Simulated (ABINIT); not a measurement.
Crystal: Mo.

```
Mo
1.0
    -1.58381    1.58381    1.58381
     1.58381   -1.58381    1.58381
     1.58381    1.58381   -1.58381
Mo
1
Direct
  0.00000 0.00000 0.00000
```

Base run:

```yaml
Program: ABINIT 10.8.3 (patched build)
Functional: AM05
Potentials_or_basis: JTH PAW PBE v2.0
Cutoff: 408 eV
k_mesh: 12 × 12 × 12
Occupations: fermi-dirac, width 0.05 eV
Spin: spin-orbit coupling, no magnetisation
```

Its results: band gap on the k mesh none (metal or under the smearing width); pressure -10.3 GPa.

Q: The run is repeated on the same cell with these changes: functional from AM05 to BP86. What comes out?

A: Band gap on the k mesh none (metal or under the smearing width); pressure -0.4 GPa.

Caveats: the PAW data sets were made with another functional, which shifts forces and pressure a little.
